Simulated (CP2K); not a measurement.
## Ta under changes of volume

One of the cells (18.819 Å³/atom); the others are scaled copies at fixed shape and fractional positions:

```xyz
2
Lattice="2.9004 0.0000 0.0000 -1.4502 2.5118 0.0000 0.0000 0.0000 5.1663" Properties=species:S:1:pos:R:3 pbc="T T T"
Ta    0.0000    1.6745    1.2916
Ta    1.4502    0.8373    3.8747
```

This isn't the form of Ta at room conditions, which is bcc.

* Program: CP2K 2026.2
* Functional: PBE
* Potentials or basis: POTENTIAL_UZH Ta GTH-PBE-q13; TZVP-MOLOPT-PBE-GTH basis
* Density cutoff: 6123 eV
* k mesh: 11 × 11 × 5
* Occupations: fermi-dirac, width 0.05 eV
* Spin: no spin polarisation

| volume (Å³/atom) | energy over the lowest point (meV/atom) | pressure (GPa) |
| --- | --- | --- |
| 17.689 | ? | ? |
| 18.066 | 9.14 | 6.1 |
| 18.442 | 0.00 | 1.9 |
| 18.819 | 0.36 | -2.0 |
| 19.195 | 9.32 | -5.4 |
| 19.571 | 26.08 | -8.6 |
| 19.948 | 49.89 | -11.5 |

Task: What does the run at 17.689 Å³/atom give?

Result: Energy over the lowest point 28.75 meV/atom; pressure 10.8 GPa.

Worked out: A Birch-Murnaghan fit of order 3 (a polynomial in V^(-2/3)) to the other rows has its minimum at 18.61 Å³/atom with B0 = V·E''(V) = 191 GPa and B' = 4.0 at fixed shape and positions, which overstates the stiffness. It gives 28.89 meV/atom at 17.689 Å³/atom, against the run's 28.75, and -dE/dV = 10.8 GPa, against 10.8.

Energies are extrapolated to zero smearing.

Caveats: the basis of atomic orbitals isn't converged, which shifts pressures, moduli and gaps.
